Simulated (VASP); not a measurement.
# HfO2 in VASP: how settings move the PBE single point

Aim: see what changed inputs do to the PBE single point of HfO2 in the fluorite structure, under -4.0 % biaxial strain in the (111) plane, free along [111].

Code: VASP 6.6.1. PAW datasets, plane waves. The values are computed, spin-unpolarised, and not measurements.

## Step 1: The structure to begin with

The cell comes from an earlier relaxation with r2SCAN in another program, then strained, with the atoms relaxed again.

It is trigonal, R-3m (No. 166); a = 3.434 Å, c = 9.234 Å in the conventional setting, 10.48 Å³ an atom. Near Hf stand 8 O at 2.14–2.28 Å; near O stand 4 Hf at 2.14–2.28 Å.

The structure in full:

```cif
data_structure
_symmetry_space_group_name_H-M 'P 1'
_symmetry_Int_Tables_number 1
_cell_length_a 3.6613
_cell_length_b 3.6613
_cell_length_c 3.6613
_cell_angle_alpha 55.929
_cell_angle_beta 55.929
_cell_angle_gamma 55.929
_cell_volume 31.43
loop_
_atom_site_label
_atom_site_type_symbol
_atom_site_fract_x
_atom_site_fract_y
_atom_site_fract_z
_atom_site_occupancy
Hf1 Hf 0.00000 0.00000 0.00000 1
O1 O 0.24647 0.24647 0.24647 1
O2 O 0.75353 0.75353 0.75353 1
```

## Step 2: Reference

INCAR

```
ENCUT = 520.000000
SIGMA = 0.020000
EDIFF = 1.00e-07
GGA = PE
PREC = Accurate
IBRION = -1
ISIF = 2
ISMEAR = -1
NBANDS = 18
NELM = 120
NSW = 0
LASPH = .TRUE.
LCHARG = .FALSE.
LWAVE = .FALSE.
LREAL = .FALSE.
```

KPOINTS

```
KPOINTS created by Atomic Simulation Environment
0
Gamma
8 8 8
0 0 0
```

POSCAR

```
Hf O
 1.0000000000000000
     0.1584675538000000    2.5864825802999998    2.5864825802999998
     2.5864825802999998    0.1584675538000000    2.5864825802999998
     2.5864825802999998    2.5864825802999998    0.1584675538000000
 Hf  O
   1   2
Cartesian
 -0.0000000000000000  0.0000000000000000  0.0000000000000000
  1.3140566257347566  1.3140566257347566  1.3140566257347563
  4.0173760886652419  4.0173760886652419  4.0173760886652419
```

A file KPOINTS_OPT adds named points for the levels; it doesn't enter the self-consistent loop.

Potentials: the recommended PBE PAW datasets, 22 valence electrons.

The run is started by

```sh
mpirun -np 1 vasp_std
```

The closing lines of the self-consistent loop in OSZICAR:

```text
DAV:  13    -0.301249361187E+02   -0.79984E-06   -0.15075E-06  2826   0.939E-03    0.213E-03
DAV:  14    -0.301249363724E+02   -0.25365E-06   -0.12481E-07  2510   0.248E-03    0.665E-03
DAV:  15    -0.301249363059E+02    0.66463E-07   -0.82351E-09  1642   0.654E-04
   1 F= -.30124936E+02 E0= -.30124936E+02  d E =-.977971E-11
```

It took 33 s on 1 MPI rank of Intel Xeon Platinum 8488C, shared host; peak memory 0.2 GiB.

It gives: energy (σ→0) -30.1249 eV, pressure 11.38 GPa, gap on the mesh 3.94 eV.

## Step 3: Variant 1

INCAR, as its differences from that of step 2:

```diff
@@ -8,4 +8,2 @@
 ISMEAR = -1
-NBANDS = 18
-NELM = 120
 NSW = 0
@@ -15 +13,3 @@
 LREAL = .FALSE.
+NBANDS = 35
+NELM = 83
```

KPOINTS is that of step 2.

POSCAR is that of step 2.

The run is started by

```sh
mpirun -np 1 vasp_std
```

Printed to the terminal (iteration lines stand in OSZICAR):

```text
POSCAR found type information on POSCAR HfO
 POSCAR found :  2 types and       3 ions
 LDA part: xc-table for (Slater+PW92), standard interpolation
 POSCAR, INCAR and KPOINTS ok, starting setup
 FFT: planning ... GRIDC
 FFT: planning ... GRID_SOFT
 FFT: planning ... GRID
 WAVECAR not read
 entering main loop
```

OSZICAR:

```text
N       E                     dE             d eps       ncg     rms          rms(c)
DAV:   1     0.993319702555E+02    0.99332E+02   -0.10883E+04  4574   0.631E+02
DAV:   2    -0.319033569279E+02   -0.13124E+03   -0.12515E+03  5391   0.204E+02
DAV:   3    -0.357969622953E+02   -0.38936E+01   -0.38706E+01  5410   0.285E+01
DAV:   4    -0.358069774103E+02   -0.10015E-01   -0.10014E-01  5211   0.150E+00
DAV:   5    -0.358070015657E+02   -0.24155E-04   -0.24155E-04  5262   0.701E-02    0.527E+01
DAV:   6    -0.302467569312E+02    0.55602E+01   -0.10278E+01  4721   0.168E+01    0.463E+01
DAV:   7    -0.301604941279E+02    0.86263E-01   -0.40500E-01  5278   0.297E+00    0.300E+01
DAV:   8    -0.301351915667E+02    0.25303E-01   -0.13839E-01  4934   0.223E+00    0.590E+00
DAV:   9    -0.301247015136E+02    0.10490E-01   -0.19758E-02  4845   0.852E-01    0.276E+00
DAV:  10    -0.301249474373E+02   -0.24592E-03   -0.19461E-03  5050   0.225E-01    0.322E-01
DAV:  11    -0.301249269044E+02    0.20533E-04   -0.90459E-05  5301   0.488E-02    0.235E-01
DAV:  12    -0.301249356340E+02   -0.87296E-05   -0.16224E-05  4996   0.187E-02    0.797E-03
DAV:  13    -0.301249361516E+02   -0.51757E-06   -0.13932E-06  5395   0.584E-03    0.127E-02
DAV:  14    -0.301249363299E+02   -0.17831E-06   -0.18761E-07  4808   0.207E-03    0.127E-03
DAV:  15    -0.301249363036E+02    0.26280E-07   -0.27928E-08  3227   0.782E-04
   1 F= -.30124936E+02 E0= -.30124936E+02  d E =-.463856E-13
```

OUTCAR, selected sections:

```text
k-points           NKPTS =     65   k-points in BZ     NKDIM =     65   number of bands    NBANDS=     35

   NELECT =      22.0000    total number of electrons

   dimension x,y,z NGX =    28 NGY =   28 NGZ =   28
   dimension x,y,z NGXF=    56 NGYF=   56 NGZF=   56

  energy-cutoff  :      520.00
  volume of cell :       31.43
      direct lattice vectors                 reciprocal lattice vectors
     0.158467554  2.586482580  2.586482580    -0.212050430  0.199808636  0.199808636
     2.586482580  0.158467554  2.586482580     0.199808636 -0.212050430  0.199808636
     2.586482580  2.586482580  0.158467554     0.199808636  0.199808636 -0.212050430

 k-points in reciprocal lattice and weights: KPOINTS created by Atomic Simulation Env
   0.00000000  0.00000000  0.00000000       0.002
   0.12500000 -0.00000000 -0.00000000       0.012
   0.25000000 -0.00000000 -0.00000000       0.012
   0.37500000 -0.00000000 -0.00000000       0.012
   0.50000000 -0.00000000 -0.00000000       0.006
   0.12500000  0.12500000 -0.00000000       0.012
   0.25000000  0.12500000 -0.00000000       0.023
   0.37500000  0.12500000  0.00000000       0.023
[... 57 more k-points ...]

 E-fermi :   5.0606

 k-point     1 :       0.0000    0.0000    0.0000
  band No.  band energies     occupation
      1     -24.9769      2.00000
      2     -24.9158      2.00000
      3     -24.9158      2.00000
      4     -14.3825      2.00000
      5     -11.1608      2.00000
      6      -1.1976      2.00000
      7      -0.8598      2.00000
      8      -0.8598      2.00000
      9       3.8767      2.00000
     10       3.8767      2.00000
     11       4.0990      2.00000
     12       8.5651      0.00000
     13       8.5651      0.00000
     14      10.7028      0.00000
     15      14.9333      0.00000
     16      15.5691      0.00000
     17      15.5691      0.00000
     18      17.4878      0.00000
     19      18.3051      0.00000
     20      20.0136      0.00000
     21      20.0136      0.00000
     22      26.0296      0.00000
     23      30.1465      0.00000
     24      30.1465      0.00000
     25      32.7282      0.00000
     26      33.2385      0.00000
     27      34.1969      0.00000
     28      34.1969      0.00000
     29      36.1614      0.00000
     30      36.1614      0.00000
     31      38.7154      0.00000
     32      38.7154      0.00000
     33      41.9393      0.00000
     34      44.1096      0.00000
     35      45.2794      0.00000

[... the tables of k-points 2 to 65 left out ...]

  Total        2.2333440      2.2333440      2.2333440     -0.8892850     -0.8892850     -0.8892850
  in kB      113.8464622    113.8464622    113.8464622    -45.3319980    -45.3319980    -45.3319980
  external PRESSURE =     113.8464622 kB  Pullay stress =       0.0000000 kB

 POSITION                                       TOTAL-FORCE (eV/Angst)
 -----------------------------------------------------------------------------------
      0.00000      0.00000      0.00000         0.000000      0.000000     -0.000000
      1.31406      1.31406      1.31406        -0.012566     -0.012566     -0.012566
      4.01738      4.01738      4.01738         0.012566      0.012566      0.012566
 -----------------------------------------------------------------------------------
    total drift:                               -0.000000     -0.000000     -0.000000

  FREE ENERGIE OF THE ION-ELECTRON SYSTEM (eV)
  ---------------------------------------------------
  free  energy   TOTEN  =       -30.1249363036 eV

  energy  without entropy=      -30.1249363036  energy(sigma->0) =      -30.12493630
```

It took 57 s on 1 MPI rank of Intel Xeon Platinum 8488C, shared host; peak memory 0.2 GiB.

Changed: NBANDS = 35, NELM = 83. VASP runs to the end. Against the reference the energy moves by less than 0.1 meV/atom.

## Step 4: Variant 2

INCAR

```
SIGMA = 0.020000
EDIFF = 1.00e-07
GGA = PE
PREC = Accurate
IBRION = -1
ISIF = 2
ISMEAR = -1
NBANDS = 18
NSW = 0
LASPH = .TRUE.
LCHARG = .FALSE.
LWAVE = .FALSE.
LREAL = .FALSE.
IVDW = 20
ENCUT = 700
NELM = 56
```

KPOINTS

```
KPOINTS created by Atomic Simulation Environment
0
Gamma
2 2 2
0 0 0
```

POSCAR is that of step 2.

The run is started by

```sh
mpirun -np 1 vasp_std
```

Standard output, without the iteration lines:

```text
POSCAR found type information on POSCAR HfO
 POSCAR found :  2 types and       3 ions
 LDA part: xc-table for (Slater+PW92), standard interpolation
 POSCAR, INCAR and KPOINTS ok, starting setup
 FFT: planning ... GRIDC
 FFT: planning ... GRID_SOFT
 FFT: planning ... GRID
 WAVECAR not read
 entering main loop
 augmentation electrons   22.0240820026546
 total        electrons   22.0240820026546
 augmentation electrons   1002.57742229679
 total        electrons   1002.57742229679
 augmentation electrons   4.03759550773399
 soft         electrons   17.9864865649517
 total        electrons   22.0240820726857
 translations:           2           2           2
```

OSZICAR:

```text
N       E                     dE             d eps       ncg     rms          rms(c)
DAV:   1     0.114758982689E+03    0.11476E+03   -0.15448E+04   144   0.154E+03
DAV:   2    -0.307053448801E+02   -0.14546E+03   -0.14014E+03   188   0.341E+02
DAV:   3    -0.356067596663E+02   -0.49014E+01   -0.48855E+01   164   0.531E+01
DAV:   4    -0.356318830782E+02   -0.25123E-01   -0.25119E-01   170   0.418E+00
DAV:   5    -0.356320302420E+02   -0.14716E-03   -0.14716E-03   152   0.299E-01    0.543E+01
DAV:   6    -0.297046195318E+02    0.59274E+01   -0.19479E+01   148   0.325E+01    0.500E+01
DAV:   7    -0.296249404298E+02    0.79679E-01   -0.68551E-01   156   0.659E+00    0.342E+01
DAV:   8    -0.295985386489E+02    0.26402E-01   -0.25264E-01   152   0.473E+00    0.850E+00
DAV:   9    -0.295836319149E+02    0.14907E-01   -0.56891E-02   150   0.187E+00    0.222E+00
DAV:  10    -0.295836815116E+02   -0.49597E-04   -0.18093E-03   170   0.344E-01    0.361E-01
DAV:  11    -0.295837471767E+02   -0.65665E-04   -0.19477E-04   160   0.116E-01    0.123E-01
DAV:  12    -0.295837620066E+02   -0.14830E-04   -0.38098E-05   160   0.429E-02    0.753E-02
DAV:  13    -0.295837619518E+02    0.54759E-07   -0.41344E-06   172   0.158E-02    0.735E-03
DAV:  14    -0.295837623864E+02   -0.43459E-06   -0.35530E-07   174   0.433E-03    0.141E-02
DAV:  15    -0.295837622777E+02    0.10871E-06   -0.29532E-08   122   0.110E-03    0.103E-03
DAV:  16    -0.295837622794E+02   -0.17167E-08   -0.23459E-09    84   0.394E-04
   1 F= -.30606236E+02 E0= -.30606236E+02  d E =-.207138E-10
```

OUTCAR, selected sections:

```text
k-points           NKPTS =      4   k-points in BZ     NKDIM =      4   number of bands    NBANDS=     18

   NELECT =      22.0000    total number of electrons

   dimension x,y,z NGX =    32 NGY =   32 NGZ =   32
   dimension x,y,z NGXF=    64 NGYF=   64 NGZF=   64

  energy-cutoff  :      700.00
  volume of cell :       31.43
      direct lattice vectors                 reciprocal lattice vectors
     0.158467554  2.586482580  2.586482580    -0.212050430  0.199808636  0.199808636
     2.586482580  0.158467554  2.586482580     0.199808636 -0.212050430  0.199808636
     2.586482580  2.586482580  0.158467554     0.199808636  0.199808636 -0.212050430

 k-points in reciprocal lattice and weights: KPOINTS created by Atomic Simulation Env
   0.00000000  0.00000000  0.00000000       0.125
   0.50000000 -0.00000000 -0.00000000       0.375
   0.50000000  0.50000000 -0.00000000       0.375
   0.50000000  0.50000000  0.50000000       0.125

 E-fermi :   5.1966

 k-point     1 :       0.0000    0.0000    0.0000
  band No.  band energies     occupation
      1     -25.1500      2.00000
      2     -25.0935      2.00000
      3     -25.0935      2.00000
      4     -14.2406      2.00000
      5     -10.9819      2.00000
      6      -1.1092      2.00000
      7      -0.7757      2.00000
      8      -0.7757      2.00000
      9       4.0398      2.00000
     10       4.0398      2.00000
     11       4.2689      2.00000
     12       8.4847      0.00000
     13       8.4847      0.00000
     14      10.7505      0.00000
     15      14.9122      0.00000
     16      15.5413      0.00000
     17      15.5413      0.00000
     18      17.4893      0.00000

 k-point     2 :       0.5000   -0.0000   -0.0000
  band No.  band energies     occupation
      1     -25.6552      2.00000
      2     -25.1776      2.00000
      3     -25.1761      2.00000
      4     -12.9839      2.00000
      5     -11.6111      2.00000
      6       0.1474      2.00000
      7       0.1905      2.00000
      8       1.4429      2.00000
      9       1.8578      2.00000
     10       2.6953      2.00000
     11       3.1037      2.00000
     12       9.0588      0.00000
     13       9.7035      0.00000
     14      12.1039      0.00000
     15      13.8079      0.00000
     16      13.9414      0.00000
     17      14.6804      0.00000
     18      17.9477      0.00000

 k-point     3 :       0.5000    0.5000   -0.0000
  band No.  band energies     occupation
      1     -25.6660      2.00000
      2     -25.2602      2.00000
      3     -25.2306      2.00000
      4     -12.4261      2.00000
      5     -11.8553      2.00000
      6      -2.0359      2.00000
      7       0.9853      2.00000
      8       1.3897      2.00000
      9       2.7298      2.00000
     10       3.4254      2.00000
     11       4.7246      2.00000
     12       8.4584      0.00000
     13      10.2696      0.00000
     14      11.0433      0.00000
     15      13.0334      0.00000
     16      13.5148      0.00000
     17      17.9541      0.00000
     18      18.0758      0.00000

[... the tables of k-points 4 to 4 left out ...]

  Total       1.95553     1.95553     1.95553    -0.89396    -0.89396    -0.89396
  in kB      99.68473    99.68473    99.68473   -45.57039   -45.57039   -45.57039
  external pressure =       99.68 kB  Pullay stress =        0.00 kB

 POSITION                                       TOTAL-FORCE (eV/Angst)
 -----------------------------------------------------------------------------------
      0.00000      0.00000      0.00000         0.000000      0.000000      0.000000
      1.31406      1.31406      1.31406        -0.137812     -0.137812     -0.137812
      4.01738      4.01738      4.01738         0.137812      0.137812      0.137812
 -----------------------------------------------------------------------------------
    total drift:                                0.000000      0.000000      0.000000

  FREE ENERGIE OF THE ION-ELECTRON SYSTEM (eV)
  ---------------------------------------------------
  free  energy   TOTEN  =       -30.6062357690 eV

  energy  without entropy=      -30.6062357690  energy(sigma->0) =      -30.60623577
```

Run time: 14 s. Hardware: 1 MPI rank of Intel Xeon Platinum 8488C, shared host; peak memory 0.18 GiB.

Changed: IVDW = 20, ENCUT = 700, NELM = 56, mesh 2×2×2. The run ends normally. Its total energy is on another scale than the reference's; the pressure goes from 11.4 to 10.0 GPa, the gap on the mesh goes from 3.94 to 3.73 eV. The dispersion term adds attraction between the atoms and leaves the bands as they are. These settings are too coarse to quote the result as the crystal's.

## Step 5: Variant 3

INCAR, as its differences from that of step 2:

```diff
@@ -15 +15,2 @@
 LREAL = .FALSE.
+ISYM = 1
```

KPOINTS is that of step 2.

POSCAR is that of step 2.

The run is started by

```sh
mpirun -np 1 vasp_std
```

Standard output, without the iteration lines:

```text
POSCAR found type information on POSCAR HfO
 POSCAR found :  2 types and       3 ions
 LDA part: xc-table for (Slater+PW92), standard interpolation
 POSCAR, INCAR and KPOINTS ok, starting setup
 FFT: planning ... GRIDC
 FFT: planning ... GRID_SOFT
 FFT: planning ... GRID
 WAVECAR not read
 entering main loop
```

OSZICAR:

```text
N       E                     dE             d eps       ncg     rms          rms(c)
DAV:   1     0.914325111827E+02    0.91433E+02   -0.12693E+04  2348   0.122E+03
DAV:   2    -0.318390158299E+02   -0.12327E+03   -0.11979E+03  3026   0.290E+02
DAV:   3    -0.357855803304E+02   -0.39466E+01   -0.39316E+01  2730   0.458E+01
DAV:   4    -0.358068693635E+02   -0.21289E-01   -0.21285E-01  2778   0.379E+00
DAV:   5    -0.358070003496E+02   -0.13099E-03   -0.13098E-03  2690   0.278E-01    0.527E+01
DAV:   6    -0.302330165753E+02    0.55740E+01   -0.19607E+01  2390   0.327E+01    0.445E+01
DAV:   7    -0.301539741831E+02    0.79042E-01   -0.65766E-01  2646   0.670E+00    0.299E+01
DAV:   8    -0.301418622098E+02    0.12112E-01   -0.21957E-01  2556   0.439E+00    0.909E+00
DAV:   9    -0.301248061595E+02    0.17056E-01   -0.55041E-02  2480   0.195E+00    0.266E+00
DAV:  10    -0.301248699512E+02   -0.63792E-04   -0.28264E-03  2754   0.415E-01    0.263E-01
DAV:  11    -0.301249260150E+02   -0.56064E-04   -0.14940E-04  2702   0.109E-01    0.181E-01
DAV:  12    -0.301249353188E+02   -0.93038E-05   -0.28044E-05  2566   0.361E-02    0.652E-03
DAV:  13    -0.301249361187E+02   -0.79986E-06   -0.15075E-06  2826   0.939E-03    0.213E-03
DAV:  14    -0.301249363723E+02   -0.25365E-06   -0.12481E-07  2510   0.248E-03    0.665E-03
DAV:  15    -0.301249363059E+02    0.66487E-07   -0.82349E-09  1642   0.654E-04
   1 F= -.30124936E+02 E0= -.30124936E+02  d E =-.977971E-11
```

From OUTCAR:

```text
k-points           NKPTS =     65   k-points in BZ     NKDIM =     65   number of bands    NBANDS=     18

   NELECT =      22.0000    total number of electrons

   dimension x,y,z NGX =    28 NGY =   28 NGZ =   28
   dimension x,y,z NGXF=    56 NGYF=   56 NGZF=   56

  energy-cutoff  :      520.00
  volume of cell :       31.43
      direct lattice vectors                 reciprocal lattice vectors
     0.158467554  2.586482580  2.586482580    -0.212050430  0.199808636  0.199808636
     2.586482580  0.158467554  2.586482580     0.199808636 -0.212050430  0.199808636
     2.586482580  2.586482580  0.158467554     0.199808636  0.199808636 -0.212050430

 k-points in reciprocal lattice and weights: KPOINTS created by Atomic Simulation Env
   0.00000000  0.00000000  0.00000000       0.002
   0.12500000 -0.00000000 -0.00000000       0.012
   0.25000000 -0.00000000 -0.00000000       0.012
   0.37500000 -0.00000000 -0.00000000       0.012
   0.50000000 -0.00000000 -0.00000000       0.006
   0.12500000  0.12500000 -0.00000000       0.012
   0.25000000  0.12500000 -0.00000000       0.023
   0.37500000  0.12500000  0.00000000       0.023
[... 57 more k-points ...]

 E-fermi :   4.9489

 k-point     1 :       0.0000    0.0000    0.0000
  band No.  band energies     occupation
      1     -24.9769      2.00000
      2     -24.9158      2.00000
      3     -24.9158      2.00000
      4     -14.3825      2.00000
      5     -11.1608      2.00000
      6      -1.1976      2.00000
      7      -0.8598      2.00000
      8      -0.8598      2.00000
      9       3.8767      2.00000
     10       3.8767      2.00000
     11       4.0990      2.00000
     12       8.5651      0.00000
     13       8.5651      0.00000
     14      10.7028      0.00000
     15      14.9333      0.00000
     16      15.5691      0.00000
     17      15.5691      0.00000
     18      17.4879      0.00000

 k-point     2 :       0.1250   -0.0000   -0.0000
  band No.  band energies     occupation
      1     -25.0121      2.00000
      2     -24.9765      2.00000
      3     -24.9285      2.00000
      4     -14.1379      2.00000
      5     -11.3628      2.00000
      6      -0.9964      2.00000
      7      -0.7036      2.00000
      8      -0.4291      2.00000
      9       3.3897      2.00000
     10       3.5952      2.00000
     11       3.7472      2.00000
     12       8.8428      0.00000
     13       8.9424      0.00000
     14      11.3197      0.00000
     15      14.6464      0.00000
     16      14.8670      0.00000
     17      15.3557      0.00000
     18      18.1978      0.00000

[... the tables of k-points 3 to 65 left out ...]

  Total        2.2333611      2.2333611      2.2333611     -0.8892879     -0.8892879     -0.8892879
  in kB      113.8473336    113.8473336    113.8473336    -45.3321482    -45.3321482    -45.3321482
  external PRESSURE =     113.8473336 kB  Pullay stress =       0.0000000 kB

 POSITION                                       TOTAL-FORCE (eV/Angst)
 -----------------------------------------------------------------------------------
      0.00000      0.00000      0.00000        -0.000000     -0.000000     -0.000000
      1.31406      1.31406      1.31406        -0.012571     -0.012571     -0.012571
      4.01738      4.01738      4.01738         0.012571      0.012571      0.012571
 -----------------------------------------------------------------------------------
    total drift:                               -0.000000     -0.000000     -0.000000

  FREE ENERGIE OF THE ION-ELECTRON SYSTEM (eV)
  ---------------------------------------------------
  free  energy   TOTEN  =       -30.1249363059 eV

  energy  without entropy=      -30.1249363059  energy(sigma->0) =      -30.12493631
```

It took 30 s on 1 MPI rank of Intel Xeon Platinum 8488C, shared host; peak memory 0.18 GiB.

Changed: ISYM = 1. The run ends normally. Against the reference the energy moves by less than 0.1 meV/atom.

## Step 6: All runs together

| run | changed | ending | energy change (meV/atom) | pressure (GPa) | gap on the mesh (eV; negative: overlap) | electronic steps | time | usable |
| --- | --- | --- | --- | --- | --- | --- | --- | --- |
| ref. | – | converged | 0 | 11.4 | 3.94 | 15 | 33 s | yes |
| 1 | NBANDS = 35, NELM = 83 | converged | 0.0 | 11.4 | 3.94 | 15 | 57 s | yes |
| 2 | IVDW = 20, ENCUT = 700, NELM = 56, mesh 2×2×2 | converged | – | 10.0 | 3.73 | 16 | 14 s | no |
| 3 | ISYM = 1 | converged | 0.0 | 11.4 | 3.94 | 15 | 30 s | yes |

Of 3 altered inputs, 1 ended normally on a faulty or unsound input, 2 gave usable results.
